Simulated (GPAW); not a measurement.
# TiSi2 (P6/mmm) in GPAW: convergence with bands over the usual count

Aim: find how far bands over the usual count must go before the results for TiSi2 settle, at PBE. This setting moves, with any that are tied to it; all else stays.

All numbers are computed with GPAW 26.7.0; they aren't measurements. Logs are shortened: lines on timing, memory, paths and dates and some standing lists are left out, and cuts for length are marked. The log counts tension as positive stress, the text compression.

## Step 1: Starting point

Symmetry: P6/mmm, No. 191, hexagonal system. Conventional cell: a = 4.375 Å, b = 4.375 Å, c = 2.561 Å, α = 90.00°, β = 90.00°, γ = 120.00°. Ti (site symmetry 6/mmm) is surrounded by 2 Ti at 2.56 Å and 12 Si at 2.83 Å. Si (site symmetry -6m2) has 5 Si at 2.53 to 2.56 Å and 6 Ti at 2.83 Å as nearest neighbours.

The cell was built by a generator and needn't be a form met in nature.

## Step 2: With bands over the usual count 0.72

The input, run.py:

```python
from ase.dft.bandgap import bandgap
from ase.io import read, write
from ase.units import GPa
from gpaw import GPAW, PW

atoms = read('TiSi2.xyz')

calc = GPAW(mode=PW(600),
            xc='PBE',
            kpts={'size': (5, 5, 8), 'gamma': True},
            occupations={'name': 'fermi-dirac', 'width': 0.05},
            nbands=16,
            convergence={'density': 1e-05, 'energy': 1e-05},
            maxiter=100,
            txt='gpaw.txt')
atoms.calc = calc
energy = atoms.get_potential_energy()
forces = atoms.get_forces()
stress = atoms.get_stress()
calc.write('gs.gpw')
write('result.traj', atoms)
print(f'Energy: {energy:.6f} eV')
print('Forces (eV/A):')
print(forces.round(4))
print('Stress (GPa):', (stress / GPa).round(3))
print('Fermi level:', round(calc.get_fermi_level(), 4), 'eV')
print(f'Gap: {bandgap(calc)[0]:.4f} eV, direct: {bandgap(calc, direct=True)[0]:.4f} eV')
```

The input, TiSi2.xyz:

```xyz
3
Lattice="4.3746402718 0.0000000000 0.0000000000 -2.1873201359 3.7885496078 0.0000000000 0.0000000000 0.0000000000 2.5610100000" Properties=species:S:1:pos:R:3 pbc="T T T"
Ti     0.0000000000      0.0000000000      0.0000000000
Si    -0.0000000002      2.5256997387      1.2805050000
Si     2.1873201361      1.2628498691      1.2805050000
```

Potentials or basis: GPAW PAW data sets (gpaw-data 1.2.1), pw.

Run with:

```bash
> OMP_NUM_THREADS=1 python run.py
```

Wall time 9.4 s (1 thread of Arm Neoverse V2, shared host); peak memory 0.15 GiB.

Results:

```yaml
Free_energy: -18.2615 eV
Pressure: 0.1 GPa
Band_gap_on_the_k_mesh: none (metal or under the smearing width)
```

## Step 3: With bands over the usual count 0.8

run.py, as its differences from that of step 2:

```diff
@@ -11,3 +11,3 @@
             occupations={'name': 'fermi-dirac', 'width': 0.05},
-            nbands=16,
+            nbands=17,
             convergence={'density': 1e-05, 'energy': 1e-05},
```

TiSi2.xyz is that of step 2.

Potentials or basis: GPAW PAW data sets (gpaw-data 1.2.1), pw.

Run with:

```bash
> OMP_NUM_THREADS=1 python run.py
```

Run time: 9 s. Hardware: 1 thread of Arm Neoverse V2, shared host; peak memory 0.15 GiB.

The run converged. Its results:

```yaml
Free_energy: -18.2615 eV
Pressure: 0.1 GPa
Band_gap_on_the_k_mesh: none (metal or under the smearing width)
```

## Step 4: With bands over the usual count 0.9

run.py, as its differences from that of step 3:

```diff
@@ -11,3 +11,3 @@
             occupations={'name': 'fermi-dirac', 'width': 0.05},
-            nbands=17,
+            nbands=19,
             convergence={'density': 1e-05, 'energy': 1e-05},
```

TiSi2.xyz is that of step 3.

Run with:

```bash
> OMP_NUM_THREADS=1 python run.py
```

Run time: 10 s. Hardware: 1 thread of Arm Neoverse V2, shared host; peak memory 0.15 GiB.

Results (log left out):

| Quantity | Value |
| --- | --- |
| Free energy | -18.2615 eV |
| Pressure | 0.1 GPa |
| Band gap on the k mesh | none (metal or under the smearing width) |

## Step 5: With bands over the usual count 1

run.py, as its differences from that of step 4:

```diff
@@ -11,3 +11,3 @@
             occupations={'name': 'fermi-dirac', 'width': 0.05},
-            nbands=19,
+            nbands=21,
             convergence={'density': 1e-05, 'energy': 1e-05},
```

TiSi2.xyz is that of step 4.

Run with:

```bash
> OMP_NUM_THREADS=1 python run.py
```

It took 12 s on 1 thread of Arm Neoverse V2, shared host; peak memory 0.15 GiB.

The run converged. Its results:

```
Free energy            : -18.2615 eV
Pressure               : 0.1 GPa
Band gap on the k mesh : none (metal or under the smearing width)
```

## Step 6: With bands over the usual count 1.3

run.py, as its differences from that of step 5:

```diff
@@ -11,3 +11,3 @@
             occupations={'name': 'fermi-dirac', 'width': 0.05},
-            nbands=21,
+            nbands=28,
             convergence={'density': 1e-05, 'energy': 1e-05},
```

TiSi2.xyz is that of step 5.

Potentials or basis: GPAW PAW data sets (gpaw-data 1.2.1), pw.

Run with:

```bash
> OMP_NUM_THREADS=1 python run.py
```

Wall time 14 s (1 thread of Arm Neoverse V2, shared host); peak memory 0.16 GiB.

The run converged. Its results:

| Quantity | Value |
| --- | --- |
| Free energy | -18.2615 eV |
| Pressure | 0.1 GPa |
| Band gap on the k mesh | none (metal or under the smearing width) |

## Step 7: With bands over the usual count 1.7

run.py, as its differences from that of step 6:

```diff
@@ -11,3 +11,3 @@
             occupations={'name': 'fermi-dirac', 'width': 0.05},
-            nbands=28,
+            nbands=36,
             convergence={'density': 1e-05, 'energy': 1e-05},
```

TiSi2.xyz is that of step 6.

Run with:

```bash
> OMP_NUM_THREADS=1 python run.py
```

Wall time 20 s (1 thread of Arm Neoverse V2, shared host); peak memory 0.16 GiB.

It converged, with:

```
Free energy            : -18.2615 eV
Pressure               : 0.1 GPa
Band gap on the k mesh : none (metal or under the smearing width)
```

## Step 8: With bands over the usual count 2.5

run.py, as its differences from that of step 7:

```diff
@@ -11,3 +11,3 @@
             occupations={'name': 'fermi-dirac', 'width': 0.05},
-            nbands=36,
+            nbands=53,
             convergence={'density': 1e-05, 'energy': 1e-05},
```

TiSi2.xyz is that of step 7.

Potentials or basis: GPAW PAW data sets (gpaw-data 1.2.1), pw.

Run with:

```bash
> OMP_NUM_THREADS=1 python run.py
```

gpaw.txt:

```text
__  _  _
 | _ |_)|_||  |
 |__||  | ||/\| - 26.7.0

Input parameters:
  mode=PW(ecut=600.0),
  convergence={'density': 1e-05, 'energy': 1e-05},
  kpts=MonkhorstPack(size=(5, 5, 8), gamma=True),
  maxiter=100,
  nbands=53,
  occupations=Occupations(name='fermi-dirac', width=0.05),
  xc=XC(name='PBE')

Diagonalizing LCAO Hamiltonian
Converting LCAO to pw mode

         Si
             Si

       Ti

Atoms  # Å, Bohr magnetons
|   | symbol |         x |        y |        z |    initial magnetic moments |
|---|--------|-----------|----------|----------|-----------------------------|
| 0 |     Ti |  0.000000 | 0.000000 | 0.000000 | ( 0.0000,  0.0000,  0.0000) |
| 1 |     Si | -0.000000 | 2.525700 | 1.280505 | ( 0.0000,  0.0000,  0.0000) |
| 2 |     Si |  2.187320 | 1.262850 | 1.280505 | ( 0.0000,  0.0000,  0.0000) |

Unit cell  # Å
| periodic |         x |        y |        z |  lengths |     angles |
|----------|-----------|----------|----------|----------|------------|
|      yes |  4.374640 | 0.000000 | 0.000000 | 4.374640 |  90.000000 |
|      yes | -2.187320 | 3.788550 | 0.000000 | 4.374640 |  90.000000 |
|      yes |  0.000000 | 0.000000 | 2.561010 | 2.561010 | 120.000000 |

Number of symmetries: 24
Symmetry operations  # r_c * U_cc + t_c -> r_c
|    | kind |            matrix            |
|----|------|------------------------------|
|  0 |  σ   |  1, 1, 0,  0,-1, 0,  0, 0, 1 |
|  1 |  C2  |  1, 1, 0,  0,-1, 0,  0, 0,-1 |
|  2 |  C6  |  1, 1, 0, -1, 0, 0,  0, 0, 1 |
|  3 |  S6  |  1, 1, 0, -1, 0, 0,  0, 0,-1 |
|  4 |  E   |  1, 0, 0,  0, 1, 0,  0, 0, 1 |
|  5 |  σ   |  1, 0, 0,  0, 1, 0,  0, 0,-1 |
|  6 |  σ   |  1, 0, 0, -1,-1, 0,  0, 0, 1 |
|  7 |  C2  |  1, 0, 0, -1,-1, 0,  0, 0,-1 |
|  8 |  σ   |  0, 1, 0,  1, 0, 0,  0, 0, 1 |
|  9 |  C2  |  0, 1, 0,  1, 0, 0,  0, 0,-1 |
| 10 |  C3  |  0, 1, 0, -1,-1, 0,  0, 0, 1 |
| 11 |  S3  |  0, 1, 0, -1,-1, 0,  0, 0,-1 |
| 12 |  C6  |  0,-1, 0,  1, 1, 0,  0, 0, 1 |
| 13 |  S6  |  0,-1, 0,  1, 1, 0,  0, 0,-1 |
| 14 |  σ   |  0,-1, 0, -1, 0, 0,  0, 0, 1 |
| 15 |  C2  |  0,-1, 0, -1, 0, 0,  0, 0,-1 |
[... 120 lines left out ...]
  Backstep threshold: 4.0
  History deletion threshold: 6.0
  Fourier metric: weight=20.0, sigma=0.015

occupation numbers:
  Fermi-Dirac:
    width: 0.0500  # eV

poisson solver:
  ecut: 4800.0  # eV

xc functional:
  name: PBE with 2 nearest neighbor stencil

convergence criteria:
- Maximum integral of absolute [dens]ity change: 1e-05 electrons / valence electron
- Maximum [total energy] change in last 3 cyles: 1e-05 eV / valence electron
- Maximum integral of absolute [eigenst]ate change: 4e-08 eV^2 / valence electron
maximum number of iterations: 100

SCF iterations
|iter     | |      energy | eigst |  dens |
|---------|-|-------------|-------|-------|
|iter:   1| |  -17.865361 | +0.81 |       |
|iter:   2| |  -18.360438 | -1.46 | -1.29 |
|iter:   3| |  -21.978010 | -1.56 | -1.26 |
|iter:   4| |  -18.347824 | -1.96 | -0.70 |
|iter:   5| |  -18.256894 | -3.47 | -1.46 |
|iter:   6| |  -18.263189 | -3.92 | -1.88 |
|iter:   7| |  -18.257250 | -4.46 | -2.07 |
|iter:   8| |  -18.255416 | -4.81 | -2.38 |
|iter:   9| |  -18.255414 | -6.45 | -3.21 |
|iter:  10| |  -18.255422c| -7.40 | -3.80 |
|iter:  11| |  -18.255421c| -8.28c| -4.65 |
|iter:  12| |  -18.255420c| -8.92c| -5.15c|

Converged in 12 steps
Energy contributions relative to reference atoms: (reference = -38996.702782)

Energy contributions:
  Kinetic:          16.730322
  Coulomb:         -12.018502
  Zero:             -0.072183
  External:          0.000000
  Xc:              -22.888973
  Entropy:          -0.012168
  Spinorbit:         0.000000
  ----------------------------
  Free energy:     -18.261504
  Extrapolated:    -18.255420

dipole moment: (-6.935694, -12.012974, -8.120614)  # |e|*Ang

Fermi level: 10.198
Eigenvalues  # (at kpt = [0.000, 0.000, 0.000])
| band index |      eig [eV] | occ [0-2] |
|------------|---------------|-----------|
|          0 |       -46.558 |     2.000 |
|        ... |               |           |
|          3 |       -22.233 |     2.000 |
|          4 |        -3.046 |     2.000 |
|          5 |         4.909 |     2.000 |
|          6 |         4.909 |     2.000 |
|          7 |         5.056 |     2.000 |
|          8 |         8.511 |     2.000 |
[... 8 lines left out ...]
|         17 |        19.663 |     0.000 |
|         18 |        22.814 |     0.000 |
|        ... |               |           |
|         52 |        52.486 |     0.000 |

No gap
No difference between direct/indirect transitions

Forces  # eV/Ang
|        x |        y |       z |
|----------|----------|---------|
|  0.00000 | -0.00000 | 0.00000 |  # Ti   0
|  0.00000 |  0.00000 | 0.00000 |  # Si   1
| -0.00000 | -0.00000 | 0.00000 |  # Si   2

Stress tensor  # eV/Ang^3
|         x |         y |        z |
|-----------|-----------|----------|
| -0.002040 |  0.000000 | 0.000000 |
|  0.000000 | -0.002040 | 0.000000 |
|  0.000000 |  0.000000 | 0.001484 |

# Writing to gs.gpw (mode='')
```

stdout:

```text
Energy: -18.255420 eV
Forces (eV/A):
[[ 0. -0.  0.]
 [ 0.  0.  0.]
 [-0. -0.  0.]]
Stress (GPa): [-0.327 -0.327  0.238  0.     0.     0.   ]
Fermi level: 10.1981 eV
Gap: 0.0000 eV, direct: 0.0000 eV
```

Wall time 31 s (1 thread of Arm Neoverse V2, shared host); peak memory 0.17 GiB.

Results:

| Property | Result |
| --- | --- |
| Free energy | -18.2615 eV |
| Pressure | 0.1 GPa |
| Band gap on the k mesh | none (metal or under the smearing width) |

## Step 9: Result

| bands over the usual count | energy less the tightest run, at zero smearing (meV/atom) | SCF cycles | CPU time (s) | peak memory (GiB) |
| --- | --- | --- | --- | --- |
| 0.72 | 0.00 | 11 | 9.4 | 0.15 |
| 0.8 | 0.00 | 10 | 9 | 0.15 |
| 0.9 | 0.00 | 10 | 10 | 0.15 |
| 1 | 0.00 | 11 | 12 | 0.15 |
| 1.3 | 0.00 | 10 | 14 | 0.16 |
| 1.7 | 0.00 | 11 | 20 | 0.16 |
| 2.5 | 0.00 | 12 | 31 | 0.17 |

Against the tightest run, the energy stays within 1 meV/atom from 0.72 on. The tightest run that finished is the yardstick and may itself not be fully converged.
